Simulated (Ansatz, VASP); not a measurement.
# Two plane-wave programs on NaF

File INCAR:

```
ALGO     = Normal         # electronic algorithm
EDIFF    = 1E-7           # SCF threshold, eV
ENCUT    = 520            # plane-wave cutoff, eV
GGA      = PS             # functional
ISIF     = 2              # what is computed and relaxed
ISMEAR   = -1             # smearing method
LASPH    = T              # aspherical terms in the spheres
LCHARG   = F              # write CHGCAR
LREAL    = F              # projectors in reciprocal space
LWAVE    = F              # write WAVECAR
NBANDS   = 14             # bands
NELM     = 60             # most SCF steps
PREC     = Accurate       # precision mode
SIGMA    = 0.03           # smearing width, eV
```

Contents of KPOINTS:

```
k-points
0
Gamma
  9 9 9
```

The input POSCAR:

```
NaF
1.0
    0.0000000000      2.3200000000      2.3200000000
    2.3200000000      0.0000000000      2.3200000000
    2.3200000000      2.3200000000      0.0000000000
Na F
1 1
Direct
   -0.0300000000     -0.0300000000      0.0300000000
    0.5300000000      0.5300000000      0.4700000000
```

Input for Ansatz:

```yaml
crystal:
  lattice:
    - [0.0, 2.32, 2.32]
    - [2.32, 0.0, 2.32]
    - [2.32, 2.32, 0.0]
  atoms:
    - { symbol: Na, position: [-0.03, -0.03, 0.03] }
    - { symbol: F, position: [0.53, 0.53, 0.47] }
kpoints:
  mp_grid: { grid: [9, 9, 9] }
scf:
  occupations: { method: fermi_dirac, width: 0.03 }
hamiltonian:
  xc: pbesol
  pseudopotentials: { kind: paw }
output:
  forces: true
  stress: true
  eigenvalues: true
  populations: true
```

Change from the starting cell: shortest bond scaled by 0.88, PAW files.

Alike in both runs: task single point; functional PBEsol; k mesh 9 × 9 × 9; occupations fermi-dirac, width 0.03 eV; no spin polarisation.

```csv
,VASP,Ansatz
version,VASP 6.6.1,Ansatz 0.2.0
potentials or method,"VASP PAW PBE potentials, release 64 (Na_pv, F)","PAW with Ansatz's default frozen-core files, scalar-relativistic"
plane-wave cutoff (eV),520,420
valence electrons in the cell,14,16
```

|  | VASP | Ansatz | Ansatz less VASP |
| --- | --- | --- | --- |
| gap on the k mesh at the Fermi level (eV) | 6.14 | 6.17 | +0.024 |
| pressure (GPa) | 2.3 | 2.2 | -0.09 |
| largest component of the traceless stress (GPa) | 6.39 | 6.10 | -0.295 |
| rms of the force components (eV/Å) | 0.549 | 0.524 | -0.0248 |

Atom by atom the forces differ by 0.025 eV/Å (rms over components). The two sets of potentials don't hold the same shells in valence.

Caveats: the PAW data sets were made with another functional, which shifts forces and pressure a little (VASP); an odd mesh through Γ misses points on the zone boundary, where band edges often lie.
